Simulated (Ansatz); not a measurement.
**Clamped-ion strain scan in TiAl**

All numbers below come from DFT PBE, scalar-relativistic, plane waves, PAW (Ansatz 0.2.0). The runs took a 420 eV cutoff, a Γ-centred 22×22×16 mesh and Gaussian smearing (0.15 eV). No spin polarisation. Energies are free energies at this smearing, counted from the undisturbed cell; pressure is positive in compression.

Reference structure (relaxed at this level; it needn't be the usual structure):

```
Ti Al
1.0
     2.82209    0.00000    0.00000
     0.00000    2.82209    0.00000
     0.00000    0.00000    4.07677
Ti Al
1 1
Direct
  0.00000 0.00000 0.00000
  0.50000 0.50000 0.50000
```

The cell is strained by ε times the Voigt pattern (1, -1, 0, 0, 0, 0) (xx, yy, zz, yz, xz, xy; engineering shear) with fractional coordinates fixed. The cell is metallic on the mesh throughout.

| ε | ΔE (meV/atom) |
| --- | --- |
| -0.0400 | 22.0 |
| -0.0200 | 5.4 |
| 0.0000 | 0.0 |
| 0.0050 | 0.3 |
| 0.0100 | 1.3 |
| 0.0150 | 3.0 |
| 0.0250 | 8.4 |
| 0.0300 | 12.2 |
| 0.0350 | 16.7 |

(1) Predict the pressure (GPa) at each point.

Results:

(1)
```tsv
ε	pressure (GPa)
-0.0400	0.6
-0.0200	0.2
0.0000	0.0
0.0050	0.0
0.0100	0.1
0.0150	0.1
0.0250	0.2
0.0300	0.3
0.0350	0.4
```